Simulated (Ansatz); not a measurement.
InPd under changes of volume

One of the cells (17.513 Å³/atom); the others are scaled copies at fixed shape and fractional positions:

```
CELL_PARAMETERS angstrom
3.27188 0.00000 0.00000
0.00000 3.27188 0.00000
0.00000 0.00000 3.27188
ATOMIC_POSITIONS crystal
In 0.00000 0.00000 0.00000
Pd 0.50000 0.50000 0.50000
```

The cell comes from a database or a generator and needn't be the stable form of this composition.

```yaml
Program: Ansatz 0.2.0
Functional: r2SCAN
Potentials_or_basis: Ansatz PAW
Cutoff: "500 eV (not typed: the program's choice for these potentials)"
k_mesh: 8 × 8 × 8
Occupations: fermi-dirac, width 0.05 eV
Spin: no spin polarisation
```

| volume (Å³/atom) | energy over the lowest point (meV/atom) | pressure (GPa) |
| --- | --- | --- |
| 16.462 | ? | ? |
| 16.813 | 9.86 | 5.4 |
| 17.163 | 1.71 | 2.2 |
| 17.513 | 0.00 | -0.6 |
| 17.863 | 4.01 | -3.0 |
| 18.214 | 12.99 | -5.2 |
| 18.564 | 26.37 | -7.0 |

Q: What does the run at 16.462 Å³/atom give?

A: Energy over the lowest point 25.36 meV/atom; pressure 8.9 GPa.

Worked out: A Birch-Murnaghan fit of order 3 (a polynomial in V^(-2/3)) to the other rows has its minimum at 17.44 Å³/atom with B0 = V·E''(V) = 133 GPa and B' = 5.4. It gives 25.42 meV/atom at 16.462 Å³/atom, against the run's 25.36, and -dE/dV = 8.9 GPa, against 8.9.

Energies are extrapolated to zero smearing.

Caveats: the PAW data sets come from PBE, with cores solved anew for the run's functional, which leaves a small shift of forces and pressure.
